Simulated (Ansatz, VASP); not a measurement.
Si: VASP beside Ansatz

```xyz
2
Lattice="-2.5611 2.5611 1.2761 2.5611 -2.5611 1.2761 2.5611 2.5611 -1.2761" Properties=species:S:1:pos:R:3 pbc="T T T"
Si    2.5611    0.0000    0.6380
Si    0.0000    0.0000    1.2761
```

Change from the starting cell: strain +0.080 along x and y, -0.040 along z, atoms carried along.

Alike in both runs: task single point; functional LDA; k mesh 20 × 20 × 20; occupations gaussian, width 0.15 eV; no spin polarisation.

|  | VASP | Ansatz |
| --- | --- | --- |
| version | VASP 6.6.1 | Ansatz 0.2.0 |
| potentials or method | VASP PAW LDA potentials, release 64 (Si) | scalar-relativistic, plane waves, PAW |
| plane-wave cutoff (eV) | 520 | 420 |
| valence electrons in the cell | 8 | 8 |

```tsv
	VASP	Ansatz	Ansatz less VASP
gap on the k mesh at the Fermi level (eV)	none	none	-
pressure (GPa)	-10.2	-10.2	-0.03
largest component of the traceless stress (GPa)	6.17	6.14	-0.032
```

A gap of «none» marks a metal or a gap that the smearing closes.
